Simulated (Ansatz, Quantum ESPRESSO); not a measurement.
This is a calculation of Be (Beryllium) for Quantum ESPRESSO 7.5. Atoms were shifted at random by some hundredths of an Å from the given cell, which wasn't relaxed again for these runs. 

pw.in

```
&CONTROL
  calculation = 'scf'
  prefix = 'pwscf'
  outdir = './tmp'
  pseudo_dir = './pseudo'
  tprnfor = .true.
  tstress = .true.
  disk_io = 'nowf'
/
&SYSTEM
  ibrav = 0
  nat = 2
  ntyp = 1
  ecutwfc = 45
  ecutrho = 360
  nbnd = 9
  occupations = 'smearing'
  smearing = 'fd'
  degauss = 0.00367493
/
&ELECTRONS
  conv_thr = 4d-10
  electron_maxstep = 120
  mixing_beta = 0.5
/
ATOMIC_SPECIES
Be     9.0122 be_pbesol_v1.4.uspp.F.UPF
CELL_PARAMETERS angstrom
   2.2853000000    0.0000000000    0.0000000000
  -1.1426500000    1.9791278553    0.0000000000
   0.0000000000    0.0000000000    3.5842000000
ATOMIC_POSITIONS crystal
Be     0.6882380000    0.3384440000    0.7501790000
Be     0.3173940000    0.6567560000    0.2585440000
K_POINTS automatic
13 13 8 0 0 0
```

Potentials or basis: GBRV 1.5 PBEsol.

Command:

```bash
$ OMP_NUM_THREADS=1 mpirun -n 2 pw.x -nk 2 -in pw.in > pw.out
```

Question: Set up the same calculation for Ansatz 0.2.0. Potentials or basis there: all-electron LAPW, scalar-relativistic.

Answer: As run (cutoffs and basis follow the program's own potentials, and thresholds, step limits or extra output files can differ):

Contents of input.yaml:

```yaml
crystal:
  lattice:
    - [2.2853, 0.0, 0.0]
    - [-1.14265, 1.9791278553, 0.0]
    - [0.0, 0.0, 3.5842]
  atoms:
    - { symbol: Be, position: [0.688238, 0.338444, 0.750179] }
    - { symbol: Be, position: [0.317394, 0.656756, 0.258544] }
kpoints:
  mp_grid: { grid: [13, 13, 8] }
scf:
  occupations: { method: fermi_dirac, width: 0.05 }
hamiltonian:
  xc: pbesol
  pseudopotentials: { kind: all_electron, lapw: { basis_error: 0.001 } }
output:
  forces: true
  stress: true
  eigenvalues: true
  populations: true
```

Potentials or basis: all-electron LAPW, scalar-relativistic.

Command:

```console
$ ansatz run input.yaml --threads 1 --pin off --max-ram 3072MiB --backend cpu --events-out ev --progress --plain --runs-dir out
```

Both were run:

|  | Quantum ESPRESSO | Ansatz |
| --- | --- | --- |
| Pressure | -3.3 GPa | -3.7 GPa |
| Largest force | 0.364 eV/Å | 0.361 eV/Å |

Where Ansatz's input types no cutoff or centring, it takes its own default and a Γ-centred mesh.

Pressure is positive in compression.
